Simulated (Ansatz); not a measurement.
**Carbon, fcc under LDA: from relaxation to bulk modulus**

The plan for carbon in the fcc structure: relax it, solve it on a dense k-mesh, switch on spin-orbit coupling, then scale the cell to 7 volumes from 88 to 112 % of the relaxed one and try a fit of the equation of state. The k-meshes are 18×18×18 for the relaxation; 29×29×29 for the dense run; 18×18×18 for spin-orbit coupling; 20×20×20 for the volumes.

Computed with Ansatz 0.2.0 (DFT LDA (PW92), plane waves (420 eV) with PAW, scalar-relativistic; PAW files made under PBE, frozen cores solved again for the functional, unless a step says otherwise).

**1. Starting point**

It takes space group Fm-3m (No. 225, cubic). Conventional cell: a = 2.980 Å, b = 2.980 Å, c = 2.980 Å, α = 90.00°, β = 90.00°, γ = 90.00°. Around C (site symmetry m-3m) lie 12 C at 2.11 Å.

As a file:

```cif
data_structure
_symmetry_space_group_name_H-M 'P 1'
_symmetry_Int_Tables_number 1
_cell_length_a 2.1072
_cell_length_b 2.1072
_cell_length_c 2.1072
_cell_angle_alpha 60.000
_cell_angle_beta 60.000
_cell_angle_gamma 60.000
_cell_volume 6.62
loop_
_atom_site_label
_atom_site_type_symbol
_atom_site_fract_x
_atom_site_fract_y
_atom_site_fract_z
_atom_site_occupancy
C1 C 0.00000 0.00000 0.00000 1
```

**2. Relaxation of the cell**

File input.yaml:

```yaml
crystal:
  lattice:
    - [0.0, 1.4900140304, 1.4900140304]
    - [1.4900140304, 0.0, 1.4900140304]
    - [1.4900140304, 1.4900140304, 0.0]
  atoms:
    - { symbol: C, position: [0.0, 0.0, 0.0] }
hamiltonian:
  xc: lda
  pseudopotentials:
    kind: paw
    azcp:
      C: "pseudopotentials/C.paw.azcp"
basis:
  ecutwfc: 420
  fft_grid_basis: typed
kpoints:
  mp_grid: { grid: [18, 18, 18], shift: [0, 0, 0] }
magnetization:
  spin_polarized: false
scf:
  occupations: { method: fermi_dirac, width: 0.1 }
relax:
  max_steps: 60
  f_tol: 0.01
  cell: {}
```

What it wrote:

```text
Warning: <dir> the record states the generating functional pbe (its physics header spells it `PBE`), which answers neither for hamiltonian.xc's functional nor for the lda family's — results may be inconsistent (PPs are generated against a specific XC)
Warning: RAYON_NUM_THREADS=2 ignored (pool sized by the plan → 2); use --threads N
Engine: ansatz 0.2.0, aarch64-unknown-linux-gnu
Pseudopotentials: kind: paw
Pseudopotential: C, paw, valence charge 4, recommended cutoff 420 eV (normal), <dir>
Functional definition: SPW92
  exchange = slater_x
  correlation = pw_c
Crystal: 1 atoms, lattice volume = 6.616 Å³
Basis set: ecut = 420 eV, 137 PW (Γ)
Bands: 6, of which v1, the nominal top of the filled ones, is band 2 counted from 1 (1 counted from 0)
Symmetry: 48 space group operations
Space group: Fm-3m (ITA 225), of the structure as read, at distance tolerance 1.9e-5 Å
k-points: 195 of 5832
Non-local potential: C, projectors of the file, l = 0: 2, l = 1: 2, l = 2: 1
PAW form: soft (Blöchl's): semilocal exchange-correlation on the pseudo side does not see the compensation charge
PAW frozen core: C, regenerated for the run's functional, and the local potential with it (the file was generated under x = pbe(κ = 0.804, μ = 0.2195149727645171), c = pbe(β = 0.06672455060314922))
PAW one-centre angular grid: C, 110 points (default); XC on 64 Gauss nodes
Initial density: superposition of atomic densities (neutral atoms: chi_scale 0, normalization atom), corrected by the library's trained network
Initial wavefunctions: pseudopotential atomic-orbital guess
Functional: x = slater, c = lda
SCF iter   1: F=—  HF=-238.367742 eV  |F-HF|=—  |Δ(HF+E_count)|=         —  Δρ=2.53e-3  dr2=7.17e-5  ethr=1.77e-3  ⟨swp⟩=4.8  Hψ=9008  notcnv=0
preconditioner: auto → none  [metal: Δε(μ)=0.052 eV  Ē_g=21.545 eV  σ=0.100 eV  W_gap=0.13  n_scr=0 (ndim 8)  ℏωp=28.9 eV  f_vac=0.000  D(μ)=0.42/eV (n_scr^D=0)]
SCF iter   2: F=—  HF=-238.367627 eV  |F-HF|=—  |Δ(HF+E_count)|=   1.16e-4  Δρ=1.41e-3  dr2=3.77e-5  ethr=1.79e-6  ⟨swp⟩=1.5  Hψ=2846  notcnv=0
SCF iter   3: F=—  HF=-238.367653 eV  |F-HF|=—  |Δ(HF+E_count)|=   2.65e-5  Δρ=2.84e-4  dr2=1.24e-6  ethr=9.42e-7  ⟨swp⟩=2.0  Hψ=1487  notcnv=0
SCF iter   4: F=—  HF=-238.367654 eV  |F-HF|=—  |Δ(HF+E_count)|=   9.34e-7  Δρ=1.12e-4  dr2=5.08e-7  ethr=3.10e-8  ⟨swp⟩=1.0  Hψ=1137  notcnv=0
iter 5 did not close the SCF: its close was put off for the readings that it lacked (scf_convergence_deferred on its scf_iter line)
SCF iter   5: F=-238.367654 eV  HF=-238.367654 eV  |F-HF|=2.27e-8  |Δ(HF+E_count)|=   2.12e-7  Δρ=3.13e-5  dr2=3.95e-8  ethr=1.27e-8  ⟨swp⟩=2.0  Hψ=1461  notcnv=0
SCF iter   6: F=-238.367654 eV  HF=-238.367654 eV  |F-HF|=2.34e-9  |Δ(HF+E_count)|=   1.55e-8  Δρ=1.00e-5  dr2=4.04e-9  ethr=9.87e-10  ⟨swp⟩=1.9  Hψ=3411  notcnv=0
SCF 1 converged in 6 iterations: F = -238.367654 eV  dr2 = 4.04e-9
relax step   1: F+E_penalty+E_count = -238.36765392 eV  Δ(F+E_penalty+E_count) = +0.000e0 eV  max|allowed force component| = 0.000e0 eV/Å  Δτ_max = 0.0000 Å  P = +7.010 GPa  Ω = 6.616 Å³  (6 SCF iters, dr2 threshold 1.00e-7 eV, accepted)
Crystal: 1 atoms, lattice volume = 6.732 Å³
Initial density: handed on by an earlier stage of this run
Initial wavefunctions: those handed on with the density
iter 1 solved again at ethr=9.37e-7 eV; its pass at ethr=3.10e-3 eV (dr2=3.75e-5 eV) is discarded
SCF iter   1: F=—  HF=-238.370859 eV  |F-HF|=—  |Δ(HF+E_count)|=         —  Δρ=9.37e-4  dr2=3.68e-5  ethr=9.37e-7  ⟨swp⟩=1.1  Hψ=10742  notcnv=0
preconditioner: auto → none  [metal: Δε(μ)=0.046 eV  Ē_g=21.315 eV  σ=0.100 eV  W_gap=0.11  n_scr=0 (ndim 8)  ℏωp=28.6 eV  f_vac=0.000  D(μ)=0.41/eV (n_scr^D=0)]
SCF iter   2: F=—  HF=-238.370854 eV  |F-HF|=—  |Δ(HF+E_count)|=   4.97e-6  Δρ=3.49e-4  dr2=4.99e-6  ethr=9.19e-7  ⟨swp⟩=1.1  Hψ=1184  notcnv=0
SCF iter   3: F=-238.370855 eV  HF=-238.370855 eV  |F-HF|=5.18e-8  |Δ(HF+E_count)|=   8.94e-7  Δρ=2.66e-5  dr2=1.67e-8  ethr=2.50e-9  ⟨swp⟩=2.0  Hψ=3699  notcnv=0
SCF 2 converged in 3 iterations: F = -238.370855 eV  dr2 = 1.67e-8
relax step   2: F+E_penalty+E_count = -238.37085480 eV  Δ(F+E_penalty+E_count) = -3.201e-3 eV  max|allowed force component| = 0.000e0 eV/Å  Δτ_max = 0.0000 Å  P = +3.429 GPa  Ω = 6.732 Å³  energy of the carried Pulay correction = -5.581e-4 eV  (3 SCF iters, dr2 threshold 1.00e-7 eV, accepted)
Crystal: 1 atoms, lattice volume = 6.847 Å³
iter 1 solved again at ethr=9.11e-7 eV; its pass at ethr=3.10e-3 eV (dr2=3.64e-5 eV) is discarded
SCF iter   1: F=—  HF=-238.371571 eV  |F-HF|=—  |Δ(HF+E_count)|=         —  Δρ=9.13e-4  dr2=3.58e-5  ethr=9.11e-7  ⟨swp⟩=1.1  Hψ=10722  notcnv=0
preconditioner: auto → none  [metal: Δε(μ)=0.023 eV  Ē_g=21.099 eV  σ=0.100 eV  W_gap=0.06  n_scr=0 (ndim 8)  ℏωp=28.4 eV  f_vac=0.000  D(μ)=0.41/eV (n_scr^D=0)]
SCF iter   2: F=—  HF=-238.371566 eV  |F-HF|=—  |Δ(HF+E_count)|=   4.12e-6  Δρ=3.42e-4  dr2=4.89e-6  ethr=8.94e-7  ⟨swp⟩=1.1  Hψ=1183  notcnv=0
SCF iter   3: F=-238.371568 eV  HF=-238.371568 eV  |F-HF|=5.28e-8  |Δ(HF+E_count)|=   1.09e-6  Δρ=2.76e-5  dr2=1.85e-8  ethr=2.50e-9  ⟨swp⟩=2.0  Hψ=3697  notcnv=0
SCF 3 converged in 3 iterations: F = -238.371568 eV  dr2 = 1.85e-8
relax step   3: F+E_penalty+E_count = -238.37156758 eV  Δ(F+E_penalty+E_count) = -7.128e-4 eV  max|allowed force component| = 0.000e0 eV/Å  Δτ_max = 0.0000 Å  P = +0.113 GPa  Ω = 6.847 Å³  energy of the carried Pulay correction = -1.102e-3 eV  (3 SCF iters, dr2 threshold 1.00e-7 eV, accepted)
Crystal: 1 atoms, lattice volume = 6.851 Å³
iter 1 solved again at ethr=1.71e-9 eV; its pass at ethr=3.10e-3 eV (dr2=6.84e-8 eV) is discarded
SCF iter   1: F=—  HF=-238.371550 eV  |F-HF|=—  |Δ(HF+E_count)|=         —  Δρ=4.48e-5  dr2=6.78e-8  ethr=1.71e-9  ⟨swp⟩=1.1  Hψ=10235  notcnv=0
preconditioner: auto → none  [metal: Δε(μ)=0.026 eV  Ē_g=21.092 eV  σ=0.100 eV  W_gap=0.06  n_scr=0 (ndim 8)  ℏωp=28.4 eV  f_vac=0.000  D(μ)=0.41/eV (n_scr^D=0)]
SCF iter   2: F=-238.371550 eV  HF=-238.371550 eV  |F-HF|=2.79e-8  |Δ(HF+E_count)|=   7.77e-8  Δρ=2.11e-5  dr2=1.36e-8  ethr=7.92e-10  ⟨swp⟩=2.0  Hψ=3307  notcnv=0
SCF 4 converged in 2 iterations: F = -238.371550 eV  dr2 = 1.36e-8
relax step   4: F+E_penalty+E_count = -238.37154984 eV  Δ(F+E_penalty+E_count) = +1.774e-5 eV  max|allowed force component| = 0.000e0 eV/Å  Δτ_max = 0.0000 Å  P = -0.000 GPa  Ω = 6.851 Å³  energy of the carried Pulay correction = -1.121e-3 eV  (2 SCF iters, dr2 threshold 3.17e-8 eV, accepted)
Initial wavefunctions: pseudopotential atomic-orbital guess (no wavefunctions were taken with the density)
iter 1 solved again at ethr=6.46e-7 eV; its pass at ethr=3.10e-3 eV (dr2=2.58e-5 eV) is discarded
SCF iter   1: F=—  HF=-238.372909 eV  |F-HF|=—  |Δ(HF+E_count)|=         —  Δρ=2.19e-4  dr2=4.94e-7  ethr=6.46e-7  ⟨swp⟩=2.3  Hψ=12128  notcnv=0
preconditioner: auto → none  [metal: Δε(μ)=0.026 eV  Ē_g=21.091 eV  σ=0.100 eV  W_gap=0.06  n_scr=0 (ndim 8)  ℏωp=28.4 eV  f_vac=0.000  D(μ)=0.41/eV (n_scr^D=0)]
SCF iter   2: F=—  HF=-238.372909 eV  |F-HF|=—  |Δ(HF+E_count)|=   4.37e-7  Δρ=1.06e-4  dr2=1.00e-7  ethr=1.24e-8  ⟨swp⟩=1.2  Hψ=1216  notcnv=0
SCF iter   3: F=—  HF=-238.372909 eV  |F-HF|=—  |Δ(HF+E_count)|=   6.77e-8  Δρ=7.80e-6  dr2=5.47e-10  ethr=2.50e-9  ⟨swp⟩=1.5  Hψ=1381  notcnv=0
SCF iter   4: F=-238.372909 eV  HF=-238.372909 eV  |F-HF|=3.41e-13  |Δ(HF+E_count)|=  4.72e-10  Δρ=1.54e-7  dr2=2.40e-13  ethr=1.00e-12  ⟨swp⟩=3.1  Hψ=3859  notcnv=0
SCF 5 converged in 4 iterations: F = -238.372909 eV  dr2 = 2.40e-13
relax step   5: F+E_penalty+E_count = -238.37290945 eV  Δ(F+E_penalty+E_count) = -1.360e-3 eV  max|allowed force component| = 0.000e0 eV/Å  Δτ_max = 0.0000 Å  P = +0.308 GPa  Ω = 6.851 Å³  stress off target by 3.08e-1 GPa  SCF on the basis re-selected at this cell (its energy is not comparable with the rows above)  (4 SCF iters)
basis re-selected at this cell: Δ(F+E_penalty+E_count) = -1.360e-3 eV, ΔP = +0.308 GPa vs the last step (what re-selecting the basis moved, of the pressure what is left beyond the Pulay correction that the steps carried, after the strain that the cell walked since its last selection, with what the two solves' SCF thresholds leave and, on support functions, any second-order correction that the steps lacked; it is no measure of the basis error at this ecutwfc). This SCF's stress stands 3.08e-1 GPa from its target on what of the cell is left free (relax.cell.stress_tol is 5.00e-2 GPa) and its largest allowed force component is 0.00e0 eV/Å (relax.f_tol is 1.00e-2 eV/Å): not within both, so this SCF does not close the relaxation
Crystal: 1 atoms, lattice volume = 6.862 Å³
iter 1 solved again at ethr=8.11e-9 eV; its pass at ethr=3.10e-3 eV (dr2=3.24e-7 eV) is discarded
SCF iter   1: F=—  HF=-238.372865 eV  |F-HF|=—  |Δ(HF+E_count)|=         —  Δρ=8.59e-5  dr2=3.21e-7  ethr=8.11e-9  ⟨swp⟩=1.3  Hψ=10293  notcnv=0
preconditioner: auto → none  [metal: Δε(μ)=0.030 eV  Ē_g=21.070 eV  σ=0.100 eV  W_gap=0.07  n_scr=0 (ndim 8)  ℏωp=28.4 eV  f_vac=0.000  D(μ)=0.41/eV (n_scr^D=0)]
SCF iter   2: F=-238.372865 eV  HF=-238.372865 eV  |F-HF|=1.34e-9  |Δ(HF+E_count)|=   4.98e-8  Δρ=3.19e-5  dr2=4.34e-8  ethr=2.50e-9  ⟨swp⟩=2.2  Hψ=3364  notcnv=0
SCF 6 converged in 2 iterations: F = -238.372865 eV  dr2 = 4.34e-8
relax step   6: F+E_penalty+E_count = -238.37286521 eV  Δ(F+E_penalty+E_count) = +4.424e-5 eV  max|allowed force component| = 0.000e0 eV/Å  Δτ_max = 0.0000 Å  P = +0.006 GPa  Ω = 6.862 Å³  energy of the carried Pulay correction = -5.515e-5 eV  (2 SCF iters, dr2 threshold 1.00e-7 eV, accepted)
iter 1 solved again at ethr=5.37e-7 eV; its pass at ethr=3.10e-3 eV (dr2=2.15e-5 eV) is discarded
SCF iter   1: F=—  HF=-238.372919 eV  |F-HF|=—  |Δ(HF+E_count)|=         —  Δρ=2.84e-5  dr2=3.66e-8  ethr=5.37e-7  ⟨swp⟩=2.1  Hψ=12116  notcnv=0
eigensolver tolerance schedule: the retry pair's looser diagonalisation over-reported the residual by 586.05 of it (diagonalisation noise at 0.11 of the residual, at the tolerance the schedule requests for it); recorded, not acted on — ethr = c·dr2/N_el stays at c = 1.0e-1
SCF iter   2: F=—  HF=-238.372919 eV  |F-HF|=—  |Δ(HF+E_count)|=   4.41e-7  Δρ=1.15e-5  dr2=5.86e-9  ethr=9.15e-10  ⟨swp⟩=1.6  Hψ=1296  notcnv=0
SCF iter   3: F=—  HF=-238.372919 eV  |F-HF|=—  |Δ(HF+E_count)|=   2.96e-9  Δρ=7.84e-7  dr2=1.68e-11  ethr=1.47e-10  ⟨swp⟩=1.9  Hψ=1435  notcnv=0
SCF iter   4: F=-238.372919 eV  HF=-238.372919 eV  |F-HF|=2.84e-14  |Δ(HF+E_count)|=  4.70e-11  Δρ=3.00e-8  dr2=1.97e-14  ethr=1.00e-12  ⟨swp⟩=4.0  Hψ=2934  notcnv=0
SCF 7 converged in 4 iterations: F = -238.372919 eV  dr2 = 1.97e-14
relax step   7: F+E_penalty+E_count = -238.37291868 eV  Δ(F+E_penalty+E_count) = -5.348e-5 eV  max|allowed force component| = 0.000e0 eV/Å  Δτ_max = 0.0000 Å  P = +0.012 GPa  Ω = 6.862 Å³  stress off target by 1.22e-2 GPa  SCF on the basis re-selected at this cell (its energy is not comparable with the rows above)  (4 SCF iters)
basis re-selected at this cell: Δ(F+E_penalty+E_count) = -5.348e-5 eV, ΔP = +0.006 GPa vs the last step (what re-selecting the basis moved, of the pressure what is left beyond the Pulay correction that the steps carried, after the strain that the cell walked since its last selection, with what the two solves' SCF thresholds leave and, on support functions, any second-order correction that the steps lacked; it is no measure of the basis error at this ecutwfc). This SCF's stress stands 1.22e-2 GPa from its target on what of the cell is left free (relax.cell.stress_tol is 5.00e-2 GPa) and its largest allowed force component is 0.00e0 eV/Å (relax.f_tol is 1.00e-2 eV/Å): within both
SCF converged after 4 iterations
Free energy (F): -238.372919 eV
Harris-Foulkes:  -238.372919 eV  (|F-HF|=2.84e-14)
Internal energy: -238.359784 eV  (E = F + TS)
E sigma→0 (E₀):  -238.366351 eV
Entropy (-TS):   -0.013135 eV (-13.135 meV/atom)
Fermi energy:    11.284906 eV
--- Per-component energies (eV) ---
  E_band       = 15.448473
  E_kinetic    = 78.640686
  E_local      = -40.831820  (includes V_loc(G=0)·N_el)
  E_nonlocal   = 29.512333
  E_hartree    = 5.090815
  E_xc         = -46.286468
  E_vxc        = -57.406847  (∫ρ·V_xc dr)
  E_paw        = -89.456023  (= ΣΔE_a)
  E_vpaw       = -4.647511  (= ΣTr[D̂ρ^β])
  E_aug_tail   = 0.000002  (compensation charges beyond the density's cutoff)
  E_ewald      = -175.092140
  E_core_change = 0.062833  (= ΣΔE_core)
  E_smearing   = -0.013135  (= −TS)
  E_closure    = 0.000000  (closes the sum)
  Σ components = -238.372919   (vs F -238.372919, Δ=0.00e0)
--- Forces (eV/Å), atoms counted from 1 ---
  atom   1  C     -0.00000000    -0.00000000     0.00000000
  max |Σ_I F_I| component: 8.99e-34 eV/Å
--- Stress (GPa, compression-positive) ---
        0.012238       0.000000       0.000000
        0.000000       0.012238       0.000000
        0.000000       0.000000       0.012238
  P = ⅓ Tr σ = 0.0122 GPa (0.122 kbar)
--- Relaxed structure (5 steps of the walk, 5 accepted, 2 SCFs on fresh bases) ---
  F+E_penalty+E_count = -238.37291868 eV   max|allowed force component| = 0.000e0 eV/Å   (the final SCF, on the basis selected at the relaxed cell)
  cell:  # Å, volume = 6.8619 Å³
    - [4.433371744677872e-33, 1.508243335017806, 1.508243335017806]
    - [1.508243335017806, -2.798473859878261e-34, 1.508243335017806]
    - [1.508243335017806, 1.508243335017806, -1.5286116098686778e-34]
  atoms:
    - { symbol: C, position: [0.0, 0.0, 0.0] }
```

It took 3.8 s on 2 threads of Arm Neoverse N1, shared host; peak memory 0.25 GiB.

The steps of the relaxation:

```
step  energy change (meV/atom)  largest force (eV/Å)  pressure (GPa)  volume (Å³/atom)
   1                      0.00                0.0000            7.01             6.616
   2                     -3.20                0.0000            3.43             6.732
   3                     -3.91                0.0000            0.11             6.847
   4                     -3.90                0.0000            0.00             6.851
   5                     -5.26                0.0000            0.31             6.851
   6                     -5.21                0.0000            0.01             6.862
   7                     -5.26                0.0000            0.01             6.862
```

Steps that repeat a cell are solved on a basis chosen anew, so their changes of energy are no gain of the relaxation.

Changes in the cell that was computed:

|  | before | after | change |
| --- | --- | --- | --- |
| a (Å) | 2.107 | 2.133 | +1.2 % |
| b (Å) | 2.107 | 2.133 | +1.2 % |
| c (Å) | 2.107 | 2.133 | +1.2 % |
| volume (Å³/atom) | 6.616 | 6.862 | +3.7 % |
| shortest distance (Å) | 2.107 | 2.133 | +1.2 % |
| space group (spins left aside) | Fm-3m | Fm-3m | same |

**3. Dense single point**

File input.yaml:

```yaml
crystal:
  lattice:
    - [0.0, 1.508243335, 1.508243335]
    - [1.508243335, 0.0, 1.508243335]
    - [1.508243335, 1.508243335, 0.0]
  atoms:
    - { symbol: C, position: [0.0, 0.0, 0.0] }
hamiltonian:
  xc: lda
  pseudopotentials:
    kind: paw
    azcp:
      C: "pseudopotentials/C.paw.azcp"
basis:
  ecutwfc: 420
  fft_grid_basis: typed
kpoints:
  mp_grid: { grid: [29, 29, 29], shift: [0, 0, 0] }
magnetization:
  spin_polarized: false
scf:
  occupations: { method: fermi_dirac, width: 0.1 }
```

What it wrote (excerpt; [...] marks lines left out):

```text
Warning: <dir> the record states the generating functional pbe (its physics header spells it `PBE`), which answers neither for hamiltonian.xc's functional nor for the lda family's — results may be inconsistent (PPs are generated against a specific XC)
Warning: RAYON_NUM_THREADS=2 ignored (pool sized by the plan → 2); use --threads N
[...]
[... 3 set-up lines as earlier in the session ...]
[...]
Crystal: 1 atoms, lattice volume = 6.862 Å³
Basis set: ecut = 420 eV, 137 PW (Γ)
Bands: 6, of which v1, the nominal top of the filled ones, is band 2 counted from 1 (1 counted from 0)
[... 2 set-up lines as earlier in the session ...]
k-points: 680 of 24389
[...]
SCF iter   1: F=—  HF=-238.373451 eV  |F-HF|=—  |Δ(HF+E_count)|=         —  Δρ=2.44e-3  dr2=7.04e-5  ethr=1.77e-3  ⟨swp⟩=4.8  Hψ=31473  notcnv=0
[...]
SCF iter   6: F=-238.373302 eV  HF=-238.373302 eV  |F-HF|=2.48e-9  |Δ(HF+E_count)|=   1.60e-8  Δρ=9.95e-6  dr2=4.24e-9  ethr=9.92e-10  ⟨swp⟩=1.0  Hψ=10560  notcnv=0
[...]
SCF converged after 6 iterations
Free energy (F): -238.373302 eV
[...]
E sigma→0 (E₀):  -238.367452 eV
Entropy (-TS):   -0.011700 eV (-11.700 meV/atom)
Fermi energy:    11.271115 eV
[...]
```

Wall time 1.6 s (2 threads of Arm Neoverse N1, shared host); peak memory 0.27 GiB.

**4. Spin-orbit coupling switched on**

input.yaml, as its differences from that of step 3:

```diff
@@ -10,3 +10,3 @@
   pseudopotentials:
-    kind: paw
+    kind: paw_fr
     azcp:
@@ -17,5 +17,6 @@
 kpoints:
-  mp_grid: { grid: [29, 29, 29], shift: [0, 0, 0] }
+  mp_grid: { grid: [18, 18, 18], shift: [0, 0, 0] }
 magnetization:
-  spin_polarized: false
+  noncollinear: true
+  spin_orbit: true
 scf:
```

What it wrote (excerpt; [...] marks lines left out):

```text
Warning: <dir> the record states the generating functional pbe (its physics header spells it `PBE`), which answers neither for hamiltonian.xc's functional nor for the lda family's — results may be inconsistent (PPs are generated against a specific XC)
Warning: RAYON_NUM_THREADS=2 ignored (pool sized by the plan → 2); use --threads N
[...]
Pseudopotentials: kind: paw_fr
Pseudopotential: C, paw_fr, valence charge 4, recommended cutoff 420 eV (normal), <dir>
[... 1 set-up line as earlier in the session ...]
[...]
non-collinear run that drives no moment, with spin-orbit: no starting moment large enough to seed its density (crystal.atoms[].spin), no starting occupations that ask for one, no magnetisation constraint and no magnetic field, so the semilocal B_xc is pinned to zero
Crystal: 1 atoms, lattice volume = 6.862 Å³
Basis set: ecut = 420 eV, 137 PW (Γ)
Bands: 12, of which v1, the nominal top of the filled ones, is band 4 counted from 1 (3 counted from 0)
Symmetry: 48 space group operations + 48 with time reversal
Magnetic group: BNS 225.117 (UNI 1619), of the structure as read, at distance tolerance 1.9e-5 Å
k-points: 195 of 5832
Projection manifold: j_resolved (fully-relativistic pseudo-atomic orbitals)
[...]
SCF iter   1: F=—  HF=-238.373649 eV  |F-HF|=—  |Δ(HF+E_count)|=         —  Δρ=1.47e-2  dr2=7.17e-3  dr2_m=0.00e0 (ungated)  ethr=3.10e-3  |M|=0.00e0 ∫|m|=0.00e0 μB  |m|>n=0.0e0 m-floor=0.0e0 τ_xc=0.0e0  β_m=0.30  ⟨swp⟩=4.9  Hψ=6445  notcnv=0  defer=24
[...]
SCF iter   6: F=-238.373297 eV  HF=-238.373297 eV  |F-HF|=4.61e-9  |Δ(HF+E_count)|=   1.10e-7  Δρ=1.53e-5  dr2=9.04e-9  dr2_m=0.00e0 (ungated)  ethr=2.50e-9  |M|=0.00e0 ∫|m|=0.00e0 μB  |m|>n=0.0e0 m-floor=0.0e0 τ_xc=0.0e0  ⟨swp⟩=2.0  Hψ=1978  notcnv=0
[...]
SCF converged after 6 iterations
Magnetization: |M| = 0.0000 μB,  M = (+0.0000, +0.0000, +0.0000) μB
Absolute magnetization: 0.0000 μB (∫|m|)
  site 0: m = (+0.0000, +0.0000, +0.0000) μB, |m| = 0.0000 μB  (R = 0.88 Å)
Free energy (F): -238.373297 eV
[...]
E sigma→0 (E₀):  -238.366729 eV
Entropy (-TS):   -0.013135 eV (-13.135 meV/atom)
Fermi energy:    11.285011 eV
[...]
```

Wall time 1.3 s (2 threads of Arm Neoverse N1, shared host); peak memory 0.24 GiB.

With and without spin-orbit coupling:

```
                          scalar-relativistic      with spin-orbit coupling
         k-mesh                      29×29×29                      18×18×18
gap on the mesh  none (levels filled in part)  none (levels filled in part)
```

The meshes differ, so small differences between the columns need not come from spin-orbit coupling.

[end of part 1 of 2]
